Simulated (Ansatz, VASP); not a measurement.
**Two plane-wave programs on Rh**

```
CELL_PARAMETERS angstrom
2.59708 0.00000 0.00000
0.00000 2.59708 0.00000
0.00000 0.00000 2.59708
ATOMIC_POSITIONS crystal
Rh 0.00000 0.00000 0.00000
```

Alike in both runs: task single point; functional PBEsol; k mesh 14 × 14 × 14; occupations fermi-dirac, width 0.1 eV; no spin polarisation.

|  | VASP | Ansatz |
| --- | --- | --- |
| version | VASP 6.6.1 | Ansatz 0.2.0 |
| potentials or method | VASP PAW PBE potentials, release 64 (Rh_pv) | plane waves (420 eV) with PAW, scalar-relativistic |
| plane-wave cutoff (eV) | 520 | 420 |
| valence electrons in the cell | 15 | 17 |

```csv
,VASP,Ansatz,Ansatz less VASP
pressure (GPa),-18.0,-18.0,-0.03
```

The two sets of potentials don't hold the same shells in valence. Ansatz warned: «pseudo_functional_mismatch».

Caveats: so large a pressure means that the cell lies far from this level's equilibrium, or that cutoff or potentials fall short (VASP); the potentials were made for another functional, which shifts forces and pressure (VASP).
